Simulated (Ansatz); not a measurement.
The reference is Be2C (space group Fm-3m, No. 225).

```xyz
3
Lattice="0.0000 2.1554 2.1554 2.1554 0.0000 2.1554 2.1554 2.1554 0.0000" Properties=species:S:1:pos:R:3 pbc="T T T"
Be     3.2330     3.2330     3.2330
Be     1.0777     1.0777     1.0777
C      0.0000     0.0000     0.0000
```

Cartesian axes are those of the cell as printed.

Levels (all Ansatz, a quantum-chemistry and plane-wave program, PAW): PBEsol (420 eV, scalar-relativistic without spin-orbit coupling); HSE06 (420 eV, without spin-orbit coupling).

Its gap is 1.08 eV with PBEsol and 1.92 eV with HSE06.

Modification: biaxial strain −2.79 %, plane normal [001], relaxed out of plane (Cartesian); in-plane vectors clamped, the third vector and the atoms free.

With PBEsol the gap becomes 0.87 eV.

If the HSE06 correction stayed the same, what would the HSE06 gap be, and what does the HSE06 run give?

A rigid correction of +0.84 eV gives 1.71 eV. The HSE06 run gives 1.71 eV, so the two effects roughly add.

Single points use the geometry relaxed with PBEsol. The hybrid gap comes from the SCF mesh plus the semilocal run's edge points and a few special points and is an upper bound. Whether these cells are dynamically stable was not tested.
